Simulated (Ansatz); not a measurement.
# BN: a line through a two-coordinate scan

One line of a two-coordinate grid on BN (P-6m2, No. 187; 4 atoms in the cell): amplitude of mode 10 (1355 cm⁻¹) is varied, at amplitude of mode 4 (47 cm⁻¹) = 0.000 Å.

Computed with Ansatz 0.2.0 (DFT PBE+D3(BJ), scalar-relativistic, plane waves, PAW, unless a step's input says otherwise).

## 1. Starting point

The structure is hexagonal, space group P-6m2 (No. 187). The conventional cell has a = 2.506 Å, b = 2.506 Å, c = 6.592 Å, α = 90.00°, β = 90.00°, γ = 120.00°. B (site symmetry -6m2) has 3 N at 1.45 Å as nearest neighbours. Around N (site symmetry -6m2) lie 3 B at 1.45 Å.

Coordinates:

```cif
data_structure
_symmetry_space_group_name_H-M 'P-6m2'
_symmetry_Int_Tables_number 187
_cell_length_a 2.5061
_cell_length_b 2.5061
_cell_length_c 6.5924
_cell_angle_alpha 90.000
_cell_angle_beta 90.000
_cell_angle_gamma 120.000
_cell_volume 35.86
loop_
_atom_site_label
_atom_site_type_symbol
_atom_site_symmetry_multiplicity
_atom_site_Wyckoff_symbol
_atom_site_fract_x
_atom_site_fract_y
_atom_site_fract_z
_atom_site_occupancy
B1 B 1 b 0.00000 0.00000 0.50000 1
B2 B 1 c 0.33333 0.66667 0.00000 1
N1 N 1 a 0.00000 0.00000 0.00000 1
N2 N 1 f 0.66667 0.33333 0.50000 1
```

This cell was relaxed beforehand with the same method: volume 8.96 Å³/atom, gap on the mesh 4.36 eV.

## 2. The scan

The energy is mapped over two normal modes frozen in (zone-centre modes of the cell shown).

- amplitude of mode 4 (47 cm⁻¹), largest displacement: 7 values from −0.434 to 0.434 Å
- amplitude of mode 10 (1355 cm⁻¹), largest displacement: 7 values from −0.064 to 0.064 Å

Nothing else is relaxed (the cell and all other modes fixed). Energies count from the relaxed high-symmetry cell. Points are written as (first, second).

The modes come from a phonon run on the reference cell, made beforehand.

The patterns, per unit of each coordinate (Å):

```
atom      x1     y1     z1     x2      y2     z2
  B1   0.998  0.000  0.000  0.000   1.000  0.000
  B2  -1.000  0.000  0.000  0.000   0.353  0.000
  N3  -0.995  0.000  0.000  0.000  -0.272  0.000
  N4   0.997  0.000  0.000  0.000  -0.772  0.000
```

## 3. The run at (0.000 Å, −0.064 Å)

File input.yaml:

```yaml
crystal:
  lattice:
    - [2.5061127838, 0.0, 0.0]
    - [-1.2530563919, 2.1703573356, 0.0]
    - [0.0, 0.0, 6.592399887]
  atoms:
    - { symbol: B, position: [-0.0147441159, -0.0294882317, 0.5] }
    - { symbol: B, position: [0.3281296101, 0.6562592202, 0.0] }
    - { symbol: "N", position: [0.0040157147, 0.0080314294, 0.0] }
    - { symbol: "N", position: [0.678045836, 0.356091672, 0.5] }
basis:
  ecutwfc: 520.0
kpoints:
  mp_grid: { grid: [12, 12, 4] }
hamiltonian:
  xc: pbe
  dispersion: d3bj
scf:
  occupations: { method: methfessel_paxton, width: 0.05 }
output:
  forces: true
  stress: true
  eigenvalues: true
```

Run with:

```sh
$ ansatz run input.yaml --threads 1 --pin off --max-ram 2048MiB --backend cpu --events-out ev --progress --plain --runs-dir out
```

Further runs follow: the other points of the line.

Before running it: what results should come out? Wanted: for each run, amplitude of mode 10; energy; slope; pressure; largest force on an atom.

The runs gave:

| amplitude of mode 10 (1355 cm⁻¹), largest displacement (Å) | step | energy (meV) | slope (meV per Å) | pressure (GPa) | band gap on the k-mesh (eV) | largest force on an atom (eV/Å) |
| --- | --- | --- | --- | --- | --- | --- |
| −0.064 | 3 | 332 | −10972 | 3.14 | 3.99 | 5.58 |
| −0.043 | 4 | 142 | −6916 | 1.36 | 4.12 | 3.50 |
| −0.021 | 5 | 34 | −3266 | 0.34 | 4.23 | 1.65 |
| 0.000 | – | 0 | 0 | 0.03 | 4.36 | 0.00 |
| 0.021 | 6 | 32 | 2930 | 0.32 | 4.30 | 1.46 |
| 0.043 | 7 | 123 | 5545 | 1.16 | 4.25 | 2.76 |
| 0.064 | 8 | 266 | 7816 | 2.48 | 4.14 | 3.87 |

Energies count from the relaxed high-symmetry cell. Rows without a step come from runs not printed here or follow by symmetry. Slopes come from the forces (and the stress, where the cell changes), not from differences of energies.

**Reading.** Along the line the energy is lowest at 0.000 Å, 0 meV from the zero. A fit to energies and slopes at the lowest point and its two neighbours puts the minimum at 0.0000 Å, with a curvature of about 150000 meV per Å². The highest point computed, at −0.064 Å, lies 332 meV above the lowest. This is one cut through a surface in two coordinates; it holds the lowest point sampled, which need not be a minimum. With the other coordinates free, the energies away from the reference would be the same or lower.

The gaps are Kohn-Sham values of a semilocal functional, not quasiparticle or optical gaps. Such gaps usually fall short of the measured ones.
